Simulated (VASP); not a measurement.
# Sr8Ti8O23 (a cell with a defect) in VASP: relaxation of the atoms with PBE

Aim: the relaxation of the atoms of Sr8Ti8O23 (a cell with a defect) with PBE.

Everything below comes from runs of VASP 6.6.1. Logs are shortened: lines on timing, memory, paths and dates and some standing lists are left out, and cuts for length are marked.

### Step 1. The structure

The cell holds a defect, 39 atoms: a = 7.880 Å, b = 7.880 Å, c = 7.880 Å, α = 90.00°, β = 90.00°, γ = 90.00°.

### Step 2. Relaxation of the atoms, PBE

File INCAR:

```
ALGO = Normal
EDIFF = 1E-6
EDIFFG = -0.025
ENCUT = 450
GGA = PE
IBRION = 2
ICORELEVEL = 1
ISIF = 2
ISMEAR = 0
ISYM = 0
KPAR = 4
LASPH = T
LCHARG = F
LREAL = Auto
LWAVE = F
NCORE = 2
NELM = 80
NSW = 70
PREC = Normal
SIGMA = 0.01
```

File KPOINTS:

```
k-points
0
Monkhorst-Pack
  2 2 2
```

File POSCAR:

```
Sr8Ti8O23
1.0
    7.8804100000      0.0000000000      0.0000000000
    0.0000000000     -7.8804100000      0.0000000000
    0.0000000000      0.0000000000     -7.8804100000
Sr Ti O
8 8 23
Direct
    0.2500000000      0.2500000000      0.2500000000
    0.2500000000      0.2500000000      0.7500000000
    0.2500000000      0.7500000000      0.2500000000
    0.2500000000      0.7500000000      0.7500000000
    0.7500000000      0.2500000000      0.2500000000
    0.7500000000      0.2500000000      0.7500000000
    0.7500000000      0.7500000000      0.2500000000
    0.7500000000      0.7500000000      0.7500000000
    0.0167117500      0.4868531300      0.4988814300
    0.0000000000      0.5000000000      0.0000000000
    0.0000000000      0.0000000000      0.5000000000
    0.0000000000      0.0000000000      0.0000000000
    0.5038936000      0.4898688800      0.4969593900
    0.5000000000      0.5000000000      0.0000000000
    0.5000000000      0.0000000000      0.5000000000
    0.5000000000      0.0000000000      0.0000000000
    0.2500000000      0.5000000000      0.0000000000
    0.2500000000      0.0000000000      0.5000000000
    0.2500000000      0.0000000000      0.0000000000
    0.7500000000      0.5000000000      0.5000000000
    0.7500000000      0.5000000000      0.0000000000
    0.7500000000      0.0000000000      0.5000000000
    0.7500000000      0.0000000000      0.0000000000
    0.0000000000      0.2500000000      0.5000000000
    0.0000000000      0.2500000000      0.0000000000
    0.0000000000      0.7500000000      0.5000000000
    0.0000000000      0.7500000000      0.0000000000
    0.5000000000      0.2500000000      0.5000000000
    0.5000000000      0.2500000000      0.0000000000
    0.5000000000      0.7500000000      0.5000000000
    0.5000000000      0.7500000000      0.0000000000
    0.0000000000      0.5000000000      0.2500000000
    0.0000000000      0.5000000000      0.7500000000
    0.0000000000      0.0000000000      0.2500000000
    0.0000000000      0.0000000000      0.7500000000
    0.5000000000      0.5000000000      0.2500000000
    0.5000000000      0.5000000000      0.7500000000
    0.5000000000      0.0000000000      0.2500000000
    0.5000000000      0.0000000000      0.7500000000
```

Potentials or basis: VASP PAW PBE potentials, release 64 (Sr_sv, Ti_sv, O).

The run is started by

```sh
cat potpaw_PBE.64/Sr_sv/POTCAR potpaw_PBE.64/Ti_sv/POTCAR potpaw_PBE.64/O/POTCAR > POTCAR
mpirun -np 8 vasp_std > vasp.out
```

OUTCAR:

```text
EDIFF = 1E-6
   EDIFFG = -0.025
   ENCUT = 450
   GGA = PE
   IBRION = 2
   ISIF = 2
   ISMEAR = 0
   ISYM = 0
   LASPH = T
   LREAL = Auto
   NELM = 80
   NSW = 70
   PREC = Normal

 ion  position               nearest neighbor table
   1  0.250  0.250  0.250-  17 2.79  18 2.79  19 2.79  24 2.79  25 2.79  28 2.79  29 2.79  32 2.79
                            34 2.79  36 2.79  38 2.79   9 3.27  13 3.37  16 3.41  11 3.41  12 3.41
   2  0.250  0.250  0.750-  17 2.79  18 2.79  19 2.79  24 2.79  25 2.79  28 2.79  29 2.79  33 2.79
                            35 2.79  37 2.79  39 2.79   9 3.28  13 3.40  16 3.41  11 3.41  12 3.41
   3  0.250  0.750  0.250-  17 2.79  18 2.79  19 2.79  26 2.79  27 2.79  30 2.79  31 2.79  32 2.79
                            34 2.79  36 2.79  38 2.79   9 3.40  16 3.41  10 3.41  11 3.41  12 3.41
   4  0.250  0.750  0.750-  17 2.79  18 2.79  19 2.79  26 2.79  27 2.79  30 2.79  31 2.79  33 2.79
                            35 2.79  37 2.79  39 2.79   9 3.41  16 3.41  10 3.41  11 3.41  12 3.41
   5  0.750  0.250  0.250-  20 2.79  21 2.79  22 2.79  23 2.79  24 2.79  25 2.79  28 2.79  29 2.79
                            32 2.79  34 2.79  36 2.79  38 2.79  13 3.33  11 3.41  12 3.41  10 3.41
   6  0.750  0.250  0.750-  20 2.79  21 2.79  22 2.79  23 2.79  24 2.79  25 2.79  28 2.79  29 2.79
                            33 2.79  35 2.79  37 2.79  39 2.79  13 3.36  11 3.41  12 3.41  10 3.41
   7  0.750  0.750  0.250-  20 2.79  21 2.79  22 2.79  23 2.79  26 2.79  27 2.79  30 2.79  31 2.79
                            32 2.79  34 2.79  36 2.79  38 2.79  10 3.41  11 3.41  12 3.41  14 3.41
   8  0.750  0.750  0.750-  20 2.79  21 2.79  22 2.79  23 2.79  26 2.79  27 2.79  30 2.79  31 2.79
                            33 2.79  35 2.79  37 2.79  39 2.79  10 3.41  11 3.41  12 3.41  14 3.41
   9  0.017  0.487  0.499-  24 1.87  32 1.97  33 1.99  26 2.08  20 2.10   1 3.27   2 3.28   3 3.40
                             4 3.41   5 3.43   6 3.44   7 3.54   8 3.55
  10  0.000  0.500  0.000-  17 1.97  21 1.97  25 1.97  27 1.97  32 1.97  33 1.97   7 3.41   8 3.41
                             1 3.41   2 3.41   3 3.41   4 3.41   5 3.41   6 3.41
  11  0.000  0.000  0.500-  18 1.97  22 1.97  24 1.97  26 1.97  34 1.97  35 1.97   7 3.41   8 3.41
                             1 3.41   2 3.41   3 3.41   4 3.41   5 3.41   6 3.41
  12  0.000  0.000  0.000-  19 1.97  23 1.97  25 1.97  27 1.97  34 1.97  35 1.97   7 3.41   8 3.41
                             1 3.41   2 3.41   3 3.41   4 3.41   5 3.41   6 3.41
  13  0.504  0.490  0.497-  28 1.89  20 1.94  36 1.95  37 2.00  30 2.05   5 3.33   6 3.36   1 3.37
                             2 3.40   7 3.43   8 3.46   3 3.46   4 3.49
  14  0.500  0.500  0.000-  17 1.97  21 1.97  29 1.97  31 1.97  36 1.97  37 1.97   7 3.41   8 3.41
                             1 3.41   2 3.41   3 3.41   4 3.41   5 3.41   6 3.41
  15  0.500  0.000  0.500-  18 1.97  22 1.97  28 1.97  30 1.97  38 1.97  39 1.97   7 3.41   8 3.41
                             1 3.41   2 3.41   3 3.41   4 3.41   5 3.41   6 3.41
  16  0.500  0.000  0.000-  19 1.97  23 1.97  29 1.97  31 1.97  38 1.97  39 1.97   7 3.41   8 3.41
                             1 3.41   2 3.41   3 3.41   4 3.41   5 3.41   6 3.41
  17  0.250  0.500  0.000-  10 1.97  14 1.97   3 2.79   4 2.79   1 2.79   2 2.79
  18  0.250  0.000  0.500-  11 1.97  15 1.97   3 2.79   4 2.79   1 2.79   2 2.79
  19  0.250  0.000  0.000-  12 1.97  16 1.97   3 2.79   4 2.79   1 2.79   2 2.79
  20  0.750  0.500  0.500-  13 1.94   9 2.10   7 2.79   8 2.79   5 2.79   6 2.79
  21  0.750  0.500  0.000-  10 1.97  14 1.97   7 2.79   8 2.79   5 2.79   6 2.79
  22  0.750  0.000  0.500-  11 1.97  15 1.97   7 2.79   8 2.79   5 2.79   6 2.79
[... 15 lines left out ...]
  38  0.500  0.000  0.250-  15 1.97  16 1.97   5 2.79   7 2.79   1 2.79   3 2.79
  39  0.500  0.000  0.750-  15 1.97  16 1.97   6 2.79   8 2.79   2 2.79   4 2.79

IMPORTANT INFORMATION: All symmetrisations will be switched off!
NOSYMM: (Re-)initialisation of all symmetry stuff for point group C_1.

----------------------------------------------------------------------------------------

                                     Primitive cell

  volume of cell :     489.3803

  direct lattice vectors                    reciprocal lattice vectors
     7.880410000  0.000000000  0.000000000     0.126896951  0.000000000  0.000000000
     0.000000000 -7.880410000  0.000000000     0.000000000 -0.126896951  0.000000000
     0.000000000  0.000000000 -7.880410000     0.000000000  0.000000000 -0.126896951

  length of vectors
     7.880410000  7.880410000  7.880410000     0.126896951  0.126896951  0.126896951

  position of ions in fractional coordinates (direct lattice)
     0.250000000  0.250000000  0.250000000
     0.250000000  0.250000000  0.750000000
     0.250000000  0.750000000  0.250000000
     0.250000000  0.750000000  0.750000000
     0.750000000  0.250000000  0.250000000
     0.750000000  0.250000000  0.750000000
[... 31 lines left out ...]
     0.500000000  0.000000000  0.250000000
     0.500000000  0.000000000  0.750000000

  ion indices of the primitive-cell ions
   primitive index   ion index
                 1           1
                 2           2
                 3           3
                 4           4
                 5           5
                 6           6
[... 31 lines left out ...]
                38          38
                39          39

----------------------------------------------------------------------------------------

 KPOINTS: k-points

Automatic generation of k-mesh.
 Grid dimensions read from file:
 generate k-points for:    2    2    2

[... 44 lines left out ...]
   EDIFFG = -.3E-01   stopping-criterion for IOM
   NSW    =     70    number of steps for IOM
   IBRION =      2    ionic relax: 0-MD 1-quasi-New 2-CG
   NFREE  =      1    steps in history (QN), initial steepest desc. (CG)
   ISIF   =      2    stress and relaxation
   ISYM   =      0    0-nonsym 1-usesym 2-fastsym
   POTIM  = 0.5000    time-step for ionic-motion
   TEBEG  =    0.0;   TEEND  =   0.0 temperature during run
   PSTRESS=    0.0 pullay stress
   NELECT =     314.0000    total number of electrons
   NUPDOWN=      -1.0000    fix difference up-down
   EMIN   =  10.00;   EMAX   =-10.00  energy-range for DOS
   EFERMI =   0.00;   METHOD = LEGACY
   ISMEAR =     0;   SIGMA  =   0.01  broadening in eV -4-tet -1-fermi 0-gaus
   EFERMI_NEDOS =   21; number of points for ismear=-14 and -15
   IALGO  =     38    algorithm
   IMIX   =      4    mixing-type and parameters
     AMIX     =   0.40;   BMIX     =  1.00
     AMIX_MAG =   1.60;   BMIX_MAG =  1.00
  volume/ion in A,a.u.               =      12.55        84.68
  Fermi-wavevector in a.u.,A,eV,Ry     =   1.412004  2.668300 27.126684  1.993755
  Thomas-Fermi vector in A             =   2.533797
   LORBIT       =      0    0 simple, 1 ext, 2 COOP (PROOUT), +10 PAW based schemes
   GGA     = PE    functional components
   LHFCALC =     F    Hartree Fock is set to
   AEXX    =    0.0000 exact exchange contribution
   IVDW    =     0    specifies the selected vdW correction
   LEPSILON=     F    determine dielectric tensor
   LRPA    =     F    only Hartree local field effects (RPA)
 conjugate gradient relaxation of ions
 non-spin polarized calculation
 Gauss-broadening in eV      SIGMA  =   0.01
  energy-cutoff  :      450.00
  volume of cell :      489.38
 maximum number of plane-waves:     10618
   NGX = 27   NGY = 27   NGZ = 27

--------------------------------------- Ionic step        1  -------------------------------------------

 number of electron     313.9998696 magnetization

 Free energy of the ion-electron system (eV)
  ---------------------------------------------------
  ext. energy  EPLUGINS =         0.00000000
  ---------------------------------------------------
  free energy    TOTEN  =      -309.94060947 eV

  energy without entropy =     -309.94060947  energy(sigma->0) =     -309.94060947

------------------------ aborting loop because EDIFF is reached ----------------------------------------

  FORCE on cell =-STRESS in cart. coord.  units (eV):
  Direction    XX          YY          ZZ          XY          YZ          ZX
  --------------------------------------------------------------------------------------
  -------------------------------------------------------------------------------------
  Total       -4.3844556     -2.2628337     -3.7005267      0.0550867     -0.0206018      0.0144147
  in kB      -14.3542272     -7.4082695    -12.1151191      0.1803479     -0.0674479      0.0471921
  external PRESSURE =     -11.2925386 kB  Pullay stress =       0.0000000 kB
[... 200 lines left out ...]
  FREE ENERGIE OF THE ION-ELECTRON SYSTEM (eV)
  ---------------------------------------------------
  free  energy   TOTEN  =      -310.3213525649 eV

  energy  without entropy=     -310.3213525649  energy(sigma->0) =     -310.32135256

[... ionic steps 4 to 56 ...]

--------------------------------------- Ionic step       57  -------------------------------------------

 number of electron     313.9999516 magnetization

------------------------ aborting loop because EDIFF is reached ----------------------------------------
[... 141 lines left out ...]
--------------------------------------- Ionic step       59  -------------------------------------------

 number of electron     313.9999498 magnetization

 Free energy of the ion-electron system (eV)
  ---------------------------------------------------
  ext. energy  EPLUGINS =         0.00000000
  ---------------------------------------------------
  free energy    TOTEN  =      -310.56608655 eV

  energy without entropy =     -310.56608655  energy(sigma->0) =     -310.56608655

 the core state eigenenergies are
   1-  1s -15923.3053  2s  -2145.8672  2p  -1905.2593  3s   -321.8670  3p   -244.2367
       3d   -116.1326
   2-  1s -15923.2227  2s  -2145.7850  2p  -1905.1770  3s   -321.7869  3p   -244.1567
       3d   -116.0525
   3-  1s -15923.1936  2s  -2145.7564  2p  -1905.1483  3s   -321.7592  3p   -244.1291
       3d   -116.0248
   4-  1s -15923.1783  2s  -2145.7418  2p  -1905.1336  3s   -321.7453  3p   -244.1152
       3d   -116.0110
   5-  1s -15923.4528  2s  -2146.0139  2p  -1905.4062  3s   -322.0092  3p   -244.3789
       3d   -116.2748
   6-  1s -15923.4406  2s  -2146.0021  2p  -1905.3944  3s   -321.9972  3p   -244.3669
       3d   -116.2629
   7-  1s -15923.4341  2s  -2145.9957  2p  -1905.3879  3s   -321.9910  3p   -244.3607
       3d   -116.2567
   8-  1s -15923.3024  2s  -2145.8665  2p  -1905.2583  3s   -321.8671  3p   -244.2369
       3d   -116.1329
   9-  1s  -4857.9370  2s   -526.9271  2p   -434.1824
[... 28 lines left out ...]
  38-  1s   -500.2323
  39-  1s   -500.2374

 E-fermi :   6.2449     XC(G=0): -11.0351

 val. band max:        6.1349859442   @ k =  -0.2500  -0.2500   0.2500
 cond. band min:       6.3232433633   @ k =  -0.2500  -0.2500   0.2500
 fundamental gap:      0.1882574191
 Fermi energy:         6.2448512131

 k-point     1 :       0.2500    0.2500    0.2500
  band No.  band energies     occupation
      1     -52.6509      2.00000
      2     -52.6495      2.00000
      3     -52.4813      2.00000
      4     -52.4801      2.00000
      5     -52.4784      2.00000
      6     -52.4768      2.00000
[... 677 lines left out ...]
    168       7.3730      0.00000
    169       7.4028      0.00000
 [bands above 169 left out]

------------------------ aborting loop because EDIFF is reached ----------------------------------------

  FORCE on cell =-STRESS in cart. coord.  units (eV):
  Direction    XX          YY          ZZ          XY          YZ          ZX
  --------------------------------------------------------------------------------------
  -------------------------------------------------------------------------------------
  Total       -2.1784727      0.3619175      0.5295094     -0.0007546      0.4465068      0.0064957
  in kB       -7.1320811      1.1848783      1.7335558     -0.0024703      1.4618142      0.0212662
  external PRESSURE =      -1.4045490 kB  Pullay stress =       0.0000000 kB
[... 54 lines left out ...]
  FREE ENERGIE OF THE ION-ELECTRON SYSTEM (eV)
  ---------------------------------------------------
  free  energy   TOTEN  =      -310.5660865541 eV

  energy  without entropy=     -310.5660865541  energy(sigma->0) =     -310.56608655

 reached required accuracy - stopping structural energy minimisation
```

It took 57 min on 8 MPI ranks of Intel Xeon Platinum 8375C at 2.90GHz (Ice Lake), shared host; peak memory 0.31 GiB.

What came out:

```
Free energy                  : -310.5661 eV
Energy gained by relaxing    : 16.0 meV/atom
Ionic steps                  : 59
Largest force after relaxing : 0.020 eV/Å
```

Forces on the atoms (eV/Å):
```
Sr   0.000 -0.003 -0.004
Sr   0.000 -0.004  0.003
Sr  -0.002 -0.001 -0.008
Sr  -0.001  0.000  0.006
Sr  -0.003 -0.006 -0.002
Sr  -0.004 -0.003 -0.006
Sr  -0.002 -0.002  0.005
Sr  -0.002 -0.002 -0.006
Ti   0.008 -0.003 -0.007
Ti  -0.008 -0.001  0.000
Ti   0.010  0.013  0.011
Ti  -0.004 -0.001 -0.012
Ti  -0.009  0.009 -0.006
Ti   0.011 -0.002 -0.001
Ti  -0.005  0.005  0.005
Ti   0.005  0.002 -0.003
O    0.003 -0.015  0.004
O    0.001 -0.001 -0.012
O   -0.004  0.002  0.010
O   -0.006  0.000  0.007
O   -0.003  0.008  0.000
O    0.003 -0.005  0.009
O    0.007  0.005  0.004
O    0.001  0.010 -0.002
O    0.009 -0.001  0.001
O    0.001 -0.001  0.000
O   -0.004 -0.006  0.003
O    0.003  0.005 -0.002
O   -0.010 -0.004  0.003
O    0.005  0.001 -0.004
O    0.002  0.005  0.004
O    0.006 -0.001  0.005
O    0.004  0.000 -0.004
O    0.002  0.000 -0.010
O   -0.006  0.003  0.004
O   -0.003 -0.005  0.008
O   -0.001 -0.002 -0.008
O   -0.005 -0.003 -0.001
O    0.001  0.004  0.006
```

Step by step:
| step | energy change (eV) | largest force (eV/Å) | pressure (GPa) |
| --- | --- | --- | --- |
| 1 | 0.0000 | 2.6520 | -1.13 |
| 3 | -0.3807 | 0.8920 | -0.80 |
| 5 | -0.4811 | 0.3985 | -0.51 |
| 7 | -0.5199 | 0.4735 | -0.46 |
| 9 | -0.5456 | 0.3175 | -0.49 |
| 11 | -0.5615 | 0.1499 | -0.34 |
| 13 | -0.5714 | 0.1663 | -0.21 |
| 15 | -0.5799 | 0.1732 | -0.14 |
| 17 | -0.5879 | 0.1153 | -0.09 |
| 19 | -0.5919 | 0.0996 | -0.04 |
| 21 | -0.5949 | 0.1182 | -0.01 |
| 23 | -0.5973 | 0.0680 | 0.02 |
| 25 | -0.5987 | 0.0813 | 0.00 |
| 27 | -0.6004 | 0.0753 | -0.02 |
| 29 | -0.6017 | 0.0461 | -0.02 |
| 31 | -0.6031 | 0.0853 | -0.01 |
| 33 | -0.6046 | 0.0583 | -0.02 |
| 35 | -0.6056 | 0.1434 | -0.04 |
| 37 | -0.6080 | 0.1177 | -0.07 |
| 39 | -0.6082 | 0.1146 | -0.08 |
| 41 | -0.6124 | 0.0651 | -0.11 |
| 43 | -0.6145 | 0.0792 | -0.12 |
| 45 | -0.6149 | 0.1721 | -0.15 |
| 47 | -0.6189 | 0.0654 | -0.14 |
| 49 | -0.6201 | 0.1083 | -0.13 |
| 51 | -0.6222 | 0.0546 | -0.15 |
| 53 | -0.6239 | 0.0471 | -0.17 |
| 55 | -0.6246 | 0.0425 | -0.17 |
| 57 | -0.6251 | 0.0278 | -0.15 |
| 59 | -0.6255 | 0.0198 | -0.14 |

Final structure:
```cif
data_structure
_symmetry_space_group_name_H-M 'P 1'
_symmetry_Int_Tables_number 1
_cell_length_a 7.8804
_cell_length_b 7.8804
_cell_length_c 7.8804
_cell_angle_alpha 90.000
_cell_angle_beta 90.000
_cell_angle_gamma 90.000
_cell_volume 489.38
loop_
_atom_site_label
_atom_site_type_symbol
_atom_site_fract_x
_atom_site_fract_y
_atom_site_fract_z
_atom_site_occupancy
Sr1 Sr 0.25059 0.24155 0.24246 1
Sr2 Sr 0.25053 0.24266 0.75079 1
Sr3 Sr 0.25053 0.74959 0.24359 1
Sr4 Sr 0.25057 0.74810 0.74980 1
Sr5 Sr 0.75061 0.24077 0.24220 1
Sr6 Sr 0.75056 0.24193 0.74988 1
Sr7 Sr 0.75054 0.74926 0.24357 1
Sr8 Sr 0.75062 0.75174 0.75280 1
Ti1 Ti 0.98976 0.49417 0.49455 1
Ti2 Ti 0.00267 0.49537 0.99238 1
Ti3 Ti 0.00291 0.99145 0.49679 1
Ti4 Ti 0.00043 0.99547 0.99678 1
Ti5 Ti 0.51136 0.49423 0.49452 1
Ti6 Ti 0.49824 0.49537 0.99234 1
Ti7 Ti 0.49805 0.99141 0.49671 1
Ti8 Ti 0.50075 0.99549 0.99675 1
O1 O 0.25054 0.51173 0.01482 1
O2 O 0.25049 0.01952 0.50761 1
O3 O 0.25052 0.98872 0.99335 1
O4 O 0.75057 0.52839 0.52232 1
O5 O 0.75057 0.48846 0.99166 1
O6 O 0.75046 0.98700 0.49305 1
O7 O 0.75047 0.01134 0.00745 1
O8 O 0.99316 0.25594 0.50222 1
O9 O 0.01107 0.24993 0.00158 1
O10 O 0.02352 0.75084 0.50072 1
O11 O 0.98819 0.75081 0.00171 1
O12 O 0.50781 0.25596 0.50190 1
O13 O 0.49005 0.24992 0.00172 1
O14 O 0.47746 0.75082 0.50088 1
O15 O 0.51298 0.75084 0.00140 1
O16 O 0.99814 0.50114 0.25616 1
O17 O 0.01910 0.50075 0.75100 1
O18 O 0.00688 0.00157 0.25036 1
O19 O 0.99249 0.00061 0.75127 1
O20 O 0.50288 0.50132 0.25614 1
O21 O 0.48187 0.50049 0.75093 1
O22 O 0.49410 0.00124 0.25041 1
O23 O 0.50854 0.00082 0.75127 1
```

Core levels (eV, on the scale of the bands):
```tsv
atom	levels
1 Sr	1s -15923.3, 2s -2145.9, 2p -1905.3, 3s -321.9, 3p -244.2, 3d -116.1
2 Sr	1s -15923.2, 2s -2145.8, 2p -1905.2, 3s -321.8, 3p -244.2, 3d -116.1
3 Sr	1s -15923.2, 2s -2145.8, 2p -1905.1, 3s -321.8, 3p -244.1, 3d -116.0
4 Sr	1s -15923.2, 2s -2145.7, 2p -1905.1, 3s -321.7, 3p -244.1, 3d -116.0
5 Sr	1s -15923.5, 2s -2146.0, 2p -1905.4, 3s -322.0, 3p -244.4, 3d -116.3
6 Sr	1s -15923.4, 2s -2146.0, 2p -1905.4, 3s -322.0, 3p -244.4, 3d -116.3
```

Caveat: the cutoff is under 1.25 times the usual one of these potentials, so pressure, stress and relaxed cells hold a basis-set (Pulay) error.
